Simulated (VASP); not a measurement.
Method: PBE GGA, VASP's PBE PAW potentials (set 64) (plane waves; VASP).

The input files of a VASP run:

File KPOINTS:
```
Automatic
0
Gamma
4 4 4
0 0 0
```

INCAR:
```
SYSTEM = CoSb3
PREC = Accurate
ENCUT = 300
EDIFF = 1E-6
NELM = 100
ALGO = Normal
LREAL = Auto
LASPH = .TRUE.
ISMEAR = 1
SIGMA = 0.05
GGA = PE
LMAXMIX = 4
LWAVE = .FALSE.
LCHARG = .FALSE.
ISIF = 2
```

POSCAR:
```
CoSb3
1
   -4.5265950000     4.5265950000     4.5265950000
    4.5265950000    -4.5265950000     4.5265950000
    4.5265950000     4.5265950000    -4.5265950000
Co Sb
4 12
Direct
  0.0000000000   0.0000000000   0.5000000000
  0.5000000000   0.5000000000   0.5000000000
  0.0000000000   0.5000000000   0.0000000000
  0.5000000000   0.0000000000   0.0000000000
  0.8412600000   0.1751100000   0.3338500000
  0.1587400000   0.8248900000   0.6661500000
  0.8412600000   0.5074100000   0.6661500000
  0.1587400000   0.4925900000   0.3338500000
  0.3338500000   0.8412600000   0.1751100000
  0.6661500000   0.1587400000   0.8248900000
  0.6661500000   0.8412600000   0.5074100000
  0.3338500000   0.1587400000   0.4925900000
  0.1751100000   0.3338500000   0.8412600000
  0.8248900000   0.6661500000   0.1587400000
  0.5074100000   0.6661500000   0.8412600000
  0.4925900000   0.3338500000   0.1587400000
```

POTCAR, in this order: Co Sb (PBE.64 set). Program: vasp_std.

Output

OSZICAR:
```
       N       E                     dE             d eps       ncg     rms          rms(c)
DAV:   1     0.477164627804E+03    0.47716E+03   -0.25179E+04   920   0.950E+02
DAV:   2    -0.290894126372E+02   -0.50625E+03   -0.49161E+03   944   0.269E+02
DAV:   3    -0.817606748116E+02   -0.52671E+02   -0.49594E+02  1152   0.924E+01
DAV:   4    -0.841849653014E+02   -0.24243E+01   -0.23907E+01  1088   0.207E+01
DAV:   5    -0.842923134719E+02   -0.10735E+00   -0.10709E+00  1230   0.444E+00    0.200E+01
DAV:   6    -0.968245388286E+02   -0.12532E+02   -0.11534E+02  1268   0.101E+02    0.334E+01
DAV:   7    -0.805967769413E+02    0.16228E+02   -0.58093E+01  1260   0.867E+01    0.111E+01
DAV:   8    -0.811865313522E+02   -0.58975E+00   -0.91986E+00  1157   0.114E+01    0.652E+00
DAV:   9    -0.807876043411E+02    0.39893E+00   -0.15760E+00  1259   0.114E+01    0.192E+00
DAV:  10    -0.807950828945E+02   -0.74786E-02   -0.68624E-02  1040   0.130E+00    0.137E+00
DAV:  11    -0.807946728662E+02    0.41003E-03   -0.12720E-02  1018   0.409E-01    0.434E-01
DAV:  12    -0.807948395934E+02   -0.16673E-03   -0.39908E-03  1287   0.504E-01    0.149E-01
DAV:  13    -0.807952237113E+02   -0.38412E-03   -0.97559E-04   962   0.160E-01    0.837E-02
DAV:  14    -0.807952759459E+02   -0.52235E-04   -0.34092E-04  1205   0.140E-01    0.372E-02
DAV:  15    -0.807953911744E+02   -0.11523E-03   -0.67085E-05   947   0.284E-02    0.291E-02
DAV:  16    -0.807953022908E+02    0.88884E-04   -0.33021E-06   958   0.681E-03    0.167E-02
DAV:  17    -0.807953035832E+02   -0.12925E-05   -0.12661E-06   632   0.448E-03    0.460E-03
DAV:  18    -0.807953037029E+02   -0.11972E-06   -0.67960E-07   564   0.551E-03
   1 F= -.80795304E+02 E0= -.80795351E+02  d E =0.140644E-03
```

### OUTCAR
```
------------------------ aborting loop because EDIFF is reached ----------------------------------------
  FORCE on cell =-STRESS in cart. coord.  units (eV):
  Direction    XX          YY          ZZ          XY          YZ          ZX
  --------------------------------------------------------------------------------------
  Total        4.0029859      4.0029859      4.0029859     -0.0000000      0.0000000      0.0000000
  in kB       17.2870040     17.2870040     17.2870040     -0.0000000      0.0000000      0.0000000
  external PRESSURE =      17.2870040 kB  Pullay stress =       0.0000000 kB
  volume of cell :      371.00
      direct lattice vectors                 reciprocal lattice vectors
    -4.526595000  4.526595000  4.526595000     0.000000000  0.110458303  0.110458303
     4.526595000 -4.526595000  4.526595000     0.110458303  0.000000000  0.110458303
     4.526595000  4.526595000 -4.526595000     0.110458303  0.110458303  0.000000000
 POSITION                                       TOTAL-FORCE (eV/Angst)
 -----------------------------------------------------------------------------------
      2.26330      2.26330     -2.26330        -0.000000      0.000000     -0.000000
      2.26330      2.26330      2.26330         0.000000      0.000000     -0.000000
      2.26330     -2.26330      2.26330        -0.000000      0.000000     -0.000000
     -2.26330      2.26330      2.26330        -0.000000      0.000000     -0.000000
     -1.50419      4.52660      3.08949        -0.055489     -0.000000     -0.097411
      6.03078      0.00000      1.43710         0.055489      0.000000      0.097411
      1.50419      4.52660      3.08949         0.055489      0.000000     -0.097411
      3.02241      0.00000      1.43710        -0.055489      0.000000      0.097411
      3.08949     -1.50419      4.52660        -0.097411     -0.055489     -0.000000
      1.43710      6.03078      0.00000         0.097411      0.055489     -0.000000
      3.08949      1.50419      4.52660        -0.097411      0.055489     -0.000000
      1.43710      3.02241      0.00000         0.097411     -0.055489     -0.000000
      4.52660      3.08949     -1.50419        -0.000000     -0.097411     -0.055489
      0.00000      1.43710      6.03078         0.000000      0.097411      0.055489
      4.52660      3.08949      1.50419         0.000000     -0.097411      0.055489
      0.00000      1.43710      3.02241        -0.000000      0.097411     -0.055489
 -----------------------------------------------------------------------------------
    total drift:                                0.000000      0.000000     -0.000000
  FREE ENERGIE OF THE ION-ELECTRON SYSTEM (eV)
  ---------------------------------------------------
  free  energy   TOTEN  =       -80.7953037029 eV

  energy  without entropy=      -80.7954443473  energy(sigma->0) =      -80.79535058
```
(Selected blocks of OUTCAR.)

At this cut-off the stress carries a Pulay error, which pulls relaxed volumes low.

The structure comes from a computed database's CoSb3 entry; how it stands against other phases isn't given here. The cell was not relaxed at this level. The run is one of a series of settings (ISMEAR = 1, SIGMA = 0.05 against the base run), some of them coarse on purpose. The run is not spin-polarised, so no magnetic state was tried.
